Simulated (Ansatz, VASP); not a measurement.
**Two plane-wave programs on AlCu**

INCAR

```
ALGO = Fast
EDIFF = 1E-6
ENCUT = 520
GGA = PS
ISIF = 2
ISMEAR = 0
LASPH = True
LCHARG = False
LREAL = False
LWAVE = False
NBANDS = 14
NELM = 80
PREC = Accurate
SIGMA = 0.15
```

The input KPOINTS:

```
k-points
0
Gamma
  16 16 16
```

POSCAR

```
AlCu
1.0
    2.9975090000      0.0000000000      0.0000000000
    0.0000000000      2.9975090000      0.0000000000
    0.0000000000      0.0000000000      2.9975090000
Al Cu
1 1
Direct
    0.0000000000      0.0000000000      0.0000000000
    0.5000000000      0.5000000000      0.6042532316
```

Input for Ansatz:

```yaml
crystal:
  lattice:
    - [2.997509, 0.0, 0.0]
    - [0.0, 2.997509, 0.0]
    - [0.0, 0.0, 2.997509]
  atoms:
    - { symbol: Al, position: [0.0, 0.0, 0.0] }
    - { symbol: Cu, position: [0.5, 0.5, 0.6042532316] }
basis:
  ecutwfc: 420
kpoints:
  mp_grid: { grid: [16, 16, 16] }
hamiltonian:
  xc: pbesol
scf:
  occupations: { method: gaussian, width: 0.15 }
output:
  forces: true
  stress: true
  eigenvalues: true
```

Change from the starting cell: all Cu atoms moved +0.312 Å, as atom 2 along Cartesian [0 0 1].

Alike in both runs: task single point; functional PBEsol; k mesh 16 × 16 × 16; occupations gaussian, width 0.15 eV; no spin polarisation.

```csv
,VASP,Ansatz
version,VASP 6.6.1,Ansatz 0.2.0
potentials or method,"VASP PAW PBE potentials, release 64 (Al, Cu)","scalar-relativistic, plane waves, PAW"
plane-wave cutoff (eV),520,420
valence electrons in the cell,14,22
```

|  | VASP | Ansatz | Ansatz less VASP |
| --- | --- | --- | --- |
| gap on the k mesh at the Fermi level (eV) | none | none | - |
| pressure (GPa) | -0.3 | -0.5 | -0.19 |
| largest component of the traceless stress (GPa) | 2.22 | 2.18 | -0.035 |
| rms of the force components (eV/Å) | 0.672 | 0.668 | -0.0042 |

Atom by atom the forces differ by 0.004 eV/Å (rms over components). A gap of «none» marks a metal or a gap that the smearing closes. The functional is the same, so the differences come from potentials, cutoffs and numerics. The two sets of potentials don't hold the same shells in valence.

Caveats: the PAW data sets were made with another functional, which shifts forces and pressure a little (VASP).
